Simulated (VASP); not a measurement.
Write the native input for VASP 6.6.1 that does the following.

- Task: relaxation of the atoms
- Functional: r2SCAN
- Dispersion: rVV10
- Potentials or basis: VASP PAW PBE potentials, release 64 (Ag)
- Cutoff: 520 eV
- k mesh: 15 × 15 × 1
- Occupations: methfessel-paxton, width 0.1 eV
- Spin: no spin polarisation
- Dipole correction: yes
- Further INCAR settings: ALGO = Normal; EDIFF = 1e-06; IBRION = 2; EDIFFG = -0.02; NSW = 90

The structure of Ag lies in POSCAR:

```
Ag
1.0
    1.4555329600      2.5210570600      0.0000000000
   -2.9110659100      0.0000000000      0.0000000000
    0.0000000000      0.0000000000     30.0068606300
Ag
4
Direct
    0.6666670000      0.3333330000      0.3836188800
    0.3333330000      0.6666670000      0.4612062900
    0.0000000000      0.0000000000      0.5387937100
    0.6666670000      0.3333330000      0.6163811200
```

The cell was built by a generator and needn't be a form met in nature.

One way to write it, as run:

INCAR

```
SYSTEM = Ag
PREC = Accurate ; ENCUT = 520
EDIFF = 1E-6 ; ISMEAR = 1
SIGMA = 0.1 ; LREAL = .False.
LASPH = .True. ; NELM = 120
ALGO = Normal ; ISIF = 2
LWAVE = .False. ; LCHARG = .False.
LDIPOL = .True. ; IDIPOL = 3
DIPOL = 0.5 0.5 0.500 ; METAGGA = R2SCAN
LMIXTAU = .True. ; LUSE_VDW = .True.
IVDW_NL = 2 ; BPARAM = 11.95
CPARAM = 0.0093 ; IBRION = 2
NSW = 90 ; EDIFFG = -0.02
KPAR = 2
```

KPOINTS

```
Automatic mesh
0
Gamma
  15 15 1
  0 0 0
```

Potentials or basis: VASP PAW PBE potentials, release 64 (Ag).

Command:

```console
$ cat potpaw_PBE.64/Ag/POTCAR > POTCAR
$ mpirun -np 2 vasp_std > vasp.out
```

Results of the run:

The energy gained by relaxing is 0.2 meV/atom. The ionic steps are 4. The largest force after relaxing is 0.019 eV/Å and the band gap on the k mesh is none (metal or under the smearing width).

Caveat: the PAW data sets were made with another functional, which shifts forces and pressure a little.

It took 78 min on 2 MPI ranks on Intel(R) Xeon(R) Platinum 8488C (Sapphire Rapids), on a shared host, peak memory 0.89 GiB a rank.
